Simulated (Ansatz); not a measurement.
# CdF2: the cost of one run

Method: DFT LDA, scalar-relativistic, plane waves, PAW, in Ansatz 0.2.0.

### Step 1. The structure to begin with

Symmetry: Fm-3m, No. 225, cubic system. The conventional cell has a = 5.388 Å, b = 5.388 Å, c = 5.388 Å, α = 90.00°, β = 90.00°, γ = 90.00°. Cd (site symmetry m-3m) is surrounded by 8 F at 2.33 Å. F (site symmetry -43m) is surrounded by 4 Cd at 2.33 Å.

Coordinates:

```
CELL_PARAMETERS angstrom
0.00000 2.69400 2.69400
2.69400 0.00000 2.69400
2.69400 2.69400 0.00000
ATOMIC_POSITIONS crystal
Cd 0.00000 0.00000 0.00000
F 0.25000 0.25000 0.25000
F 0.75000 0.75000 0.75000
```

The cell is taken as given, not relaxed at this level.

### Step 2. The reference cell

Reference values: F = -9706.3152 eV; pressure -5.70 GPa; largest force 0.000 eV/Å; gap on the mesh 2.81 eV. It was computed beforehand with the settings of the runs below.

### Step 3. The scan: one atom moved over a plane

Atom 1 (Cd) is moved by p along (0.000, 1.000, 0.000) and q along (0.000, 0.000, 1.000) (Å), all else fixed; its images in the other cells move with it. Points alike by symmetry are run once.

### Step 4. Point p = -0.600, q = -0.600

Contents of input.yaml:

```yaml
crystal:
  lattice:
    - [0.0, 2.694, 2.694]
    - [2.694, 0.0, 2.694]
    - [2.694, 2.694, 0.0]
  atoms:
    - { symbol: Cd, position: [-0.2227171492, 0.0, 0.0] }
    - { symbol: F, position: [0.25, 0.25, 0.25] }
    - { symbol: F, position: [0.75, 0.75, 0.75] }
basis:
  ecutwfc: 420
kpoints:
  mp_grid: { grid: [8, 8, 8] }
hamiltonian:
  xc: lda
scf:
  occupations: { method: gaussian, width: 0.05 }
output:
  forces: true
  stress: true
  eigenvalues: true
```

Q: Estimate wall time and peak memory on 1 thread of an Arm CPU, shared host.

About 10 s, with a peak of 0.34 GiB.
